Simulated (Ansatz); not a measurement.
**Two Ansatz runs on NaI**

The structure comes from a relaxation in the same program, started in the rocksalt type. Whether it is a known phase or the ground state wasn't checked. The listed cell was then made from it by scaling, straining or moving an atom.

First run: DFT, PBE, all-electron LAPW, scalar-relativistic (Ansatz 0.2.0).

Command: `ansatz run input.yaml --threads 1 --pin off --max-ram 2048MiB --backend cpu --events-out ev --progress --plain --runs-dir out` The run took 18 s on 1 thread of Arm Neoverse V2, with other jobs on the host.

```yaml
crystal:
  lattice:
    - [0.0489635843, 3.2887207471, 3.2887207471]
    - [3.2887207471, 0.0489635843, 3.2887207471]
    - [3.2887207471, 3.2887207471, 0.0489635843]
  atoms:
    - { symbol: Na, position: [0.0, 0.0, 0.0] }
    - { symbol: I, position: [0.5, 0.5, 0.5] }
kpoints:
  mp_grid: { grid: [11, 11, 11] }
scf:
  occupations: { method: fermi_dirac, width: 0.08 }
hamiltonian:
  xc: pbe
  pseudopotentials: { kind: all_electron, lapw: { basis_error: 0.0005 } }
output:
  forces: true
  stress: true
  eigenvalues: true
```

Result: converged; pressure 0.02 GPa; gap on the k mesh 3.54 eV (the mesh can miss the band edges); 7 SCF iterations.

No spin–orbit coupling, which matters for the heavy atoms here.

The input is then changed:

```diff
@@ -11,4 +11,6 @@
 scf:
   occupations: { method: fermi_dirac, width: 0.08 }
+  mixing: { preconditioner: kerker_dos }
+  lower_state_search: standard
 hamiltonian:
   xc: pbe
```

Problem. Predict the outcome of the changed run.

Solution. It converged; energy at zero smearing 0.0 meV/atom from the first run; pressure 0.02 GPa; gap on the k mesh 3.54 eV (the mesh can miss the band edges); 7 SCF iterations.

The results part of its log:

```
SCF 1 converged in 7 iterations: F = -198064.517821 eV  dr2 = 1.61e-9
SCF converged after 7 iterations
Free energy (F): -198064.517821 eV
Harris-Foulkes:  -198064.517821 eV  (|F-HF|=5.53e-10)
Internal energy: -198064.517821 eV  (E = F + TS)
E sigma→0 (E₀):  -198064.517821 eV
Fermi energy:    5.619508 eV
--- Per-component energies (eV) ---
  E_band       = -1636.463162
  E_kinetic    = 209369.094768
  E_xc         = -5332.430295
  E_electrostatic = -402101.182295  (all electrons and nuclei)
  E_smearing   = -0.000000  (= −TS)
  E_closure    = 0.000000  (closes the sum)
  E_atoms      = -198059.148890  (free atoms, spherical and without spin; not in F)
  Σ components = -198064.517821   (vs F -198064.517821, Δ=0.00e0)
  Basis errors (estimates in eV, not in F): energy 2.1e-4 per atom: plane waves 1.9e-4 (9.8e-5 summed), levels above the bands 1.3e-37, relativity 2.1e-9, radial functions 2.0e-5, core shells 2.9e-12; eigenvalues (radial functions only) 4.1e-6; not estimated: angular momenta, meshes, grids; target (lapw.basis_error) 5.0e-4; muffin-tin radii Na 1.535 Å, I 1.729 Å
--- Forces (eV/Å), atoms counted from 1 ---
  atom   1  Na     0.00000000     0.00000000     0.00000000
  atom   2  I     -0.00000000     0.00000000    -0.00000000
  max |Σ_I F_I| component: 4.03e-31 eV/Å
--- Stress (GPa, compression-positive) ---
        0.017009      -0.108654      -0.108654
       -0.108654       0.017009      -0.108654
       -0.108654      -0.108654       0.017009
  P = ⅓ Tr σ = 0.0170 GPa (0.170 kbar)
--- Band table (eV; the first three rows and the last of 146) ---
  k-point 0: bands = ["-169.5778", "-116.5717", "-116.5681", "-116.5681", "-46.9026", "-39.3678", "-39.3678", "-39.3661", "-39.3626", "-39.3626", "-18.8168", "-18.8168", "-18.8146", "-7.2979", "3.5930", "3.6897", "3.6897", "7.2320", "11.4543", "11.6998", "11.6998"]
  k-point 1: bands = ["-169.5778", "-116.5717", "-116.5681", "-116.5681", "-46.9026", "-39.3678", "-39.3678", "-39.3661", "-39.3626", "-39.3626", "-18.8171", "-18.8168", "-18.8147", "-7.2761", "3.4212", "3.5856", "3.6648", "7.5234", "11.4024", "11.5909", "11.7910"]
  k-point 2: bands = ["-169.5778", "-116.5717", "-116.5681", "-116.5681", "-46.9025", "-39.3678", "-39.3678", "-39.3660", "-39.3626", "-39.3626", "-18.8181", "-18.8169", "-18.8148", "-7.2162", "2.8718", "3.5245", "3.6000", "8.1309", "11.1119", "11.6749", "11.8571"]
  k-point 145: bands = ["-169.5778", "-116.5717", "-116.5681", "-116.5681", "-46.9025", "-39.3678", "-39.3678", "-39.3660", "-39.3626", "-39.3625", "-18.8189", "-18.8173", "-18.8171", "-7.0177", "1.6031", "3.2880", "3.4167", "9.0439", "10.7893", "11.3464", "12.2325"]
```
